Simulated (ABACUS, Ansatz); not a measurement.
**Cost and result for the equilibrium volume of InP**

**What was measured.** The equilibrium volume of InP (F-43m) is reported as 25.26 Å³/atom (pmc:5775340, doi:10.1038/s41598-018-19679-2). The runs below try to reproduce it.

```cif
data_structure
_symmetry_space_group_name_H-M 'F-43m'
_symmetry_Int_Tables_number 216
_cell_length_a 5.8610
_cell_length_b 5.8610
_cell_length_c 5.8610
_cell_angle_alpha 90.000
_cell_angle_beta 90.000
_cell_angle_gamma 90.000
_cell_volume 201.33
loop_
_atom_site_label
_atom_site_type_symbol
_atom_site_symmetry_multiplicity
_atom_site_Wyckoff_symbol
_atom_site_fract_x
_atom_site_fract_y
_atom_site_fract_z
_atom_site_occupancy
In1 In 4 a 0.00000 0.00000 0.00000 1
P1 P 4 c 0.25000 0.25000 0.25000 1
```

```csv
rung,level,program and potentials,cutoff (eV),k mesh,smearing,task,core time,chip,equilibrium volume (Å³/atom),miss,notes
GGA + dispersion,BLYP+D4,"Ansatz, Ansatz PAW",420,8 × 8 × 8,fermi-dirac 0.05,relaxation of cell and atoms,12 s,Intel Xeon,26.06,+3.2 %,"potentials made for PBE, which Ansatz adapts in part"
meta-GGA + dispersion,r2SCAN+D3(BJ),"Ansatz, Ansatz PAW",500,8 × 8 × 8,fermi-dirac 0.05,relaxation of cell and atoms,13 s,AMD EPYC 7B13 Zen 3,25.42,+0.6 %,"potentials made for PBE, which Ansatz adapts in part"
GGA + dispersion,RPBE+D4,"Ansatz, Ansatz PAW",420,8 × 8 × 8,fermi-dirac 0.05,relaxation of cell and atoms,15 s,Intel Xeon,25.50,+1.0 %,"potentials made for PBE, which Ansatz adapts in part"
GGA + dispersion,PBE+D4,"Ansatz, Ansatz PAW",420,8 × 8 × 8,fermi-dirac 0.05,equation of state,16 s,Arm Neoverse V2,25.56,+1.2 %,-
GGA,RPBE,"Ansatz, Ansatz PAW",420,8 × 8 × 8,fermi-dirac 0.05,relaxation of cell and atoms,18 s,Intel Xeon,27.26,+7.9 %,"potentials made for PBE, which Ansatz adapts in part"
hybrid,HISS,"Ansatz, Ansatz PAW",420,4 × 4 × 4,fermi-dirac 0.05,equation of state,2 min,Intel Xeon Platinum 8488C Sapphire Rapids,25.26,+0.0 %,"coarse mesh; potentials made for PBE, which Ansatz adapts in part"
hybrid,CAM-B3LYP,"Ansatz, Ansatz PAW",420,4 × 4 × 4,fermi-dirac 0.05,equation of state,2.3 min,Arm Neoverse V1,25.73,+1.9 %,"coarse mesh; potentials made for PBE, which Ansatz adapts in part"
GGA,PBE,"ABACUS, PseudoDojo NC SR 0.4.1 PBE standard, plane waves",966,8 × 8 × 8,fermi-dirac 0.05,equation of state,2.7 min,Intel Xeon Platinum 8488C Sapphire Rapids,26.48,+4.8 %,-
hybrid,r2SCAN-EpsX,"Ansatz, Ansatz PAW",500,4 × 4 × 4,fermi-dirac 0.05,equation of state,11 min,AMD EPYC 7R43 Zen 3,25.82,+2.2 %,"coarse mesh; potentials made for PBE, which Ansatz adapts in part; exact-exchange share 1/ε∞"
```

Times are single runs on shared hosts and different chips, so they are rough; meshes, cutoffs and the tasks' sizes weigh on the time. All rows: no spin polarisation. Smearing widths are in eV. Meshes differ between rows, which moves values too. Meshes are those of the run's cell of 2 atoms unless a note names another. Relaxations start from the cell shown or near it and stop with a little pressure left. Misses use the values as printed. Runs on faulty files, with rough fits or with known faults for this quantity aren't shown. No row holds spin-orbit coupling.

By rung: GGA + dispersion 25.50 to 26.06; GGA 26.48 to 27.26; meta-GGA + dispersion 25.42; hybrid on coarse meshes 25.26 to 25.82 (Å³/atom). Measured: 25.26 Å³/atom (pmc:5775340, doi:10.1038/s41598-018-19679-2). Closest, coarse meshes and atomic bases left aside, is r2SCAN+D3(BJ) (+0.6 %), and PBE misses by +4.8 % on plain settings. The runs are for a static lattice, while measurements hold temperature and zero-point motion.

Every computed volume lies at or above experiment, and the plain GGAs overshoot most. InP is held together by polar covalent sp³ bonds, which gradient corrections tuned towards molecular energies tend to leave too long and soft. RPBE, with its stronger gradient enhancement of exchange, accordingly gives a larger cell than PBE.

The clearest comparison is RPBE with and without D4, where the volume falls from 27.26 to 25.50 Å³/atom. Attraction between the polarisable ion cores, indium's filled 4d shell included, is a plausible part of this. However, RPBE+D4 ends slightly below PBE+D4, reversing the order of the plain functionals, which suggests that the functional-specific damping also offsets errors in the semilocal description of the bonds. The contraction is therefore no direct measure of dispersion in InP. BLYP+D4 stays high, probably because LYP correlation describes the slowly varying valence density of solids poorly.

Zero-point and thermal expansion would enlarge all these static cells, so the exact match of HISS probably owes something to error cancellation.
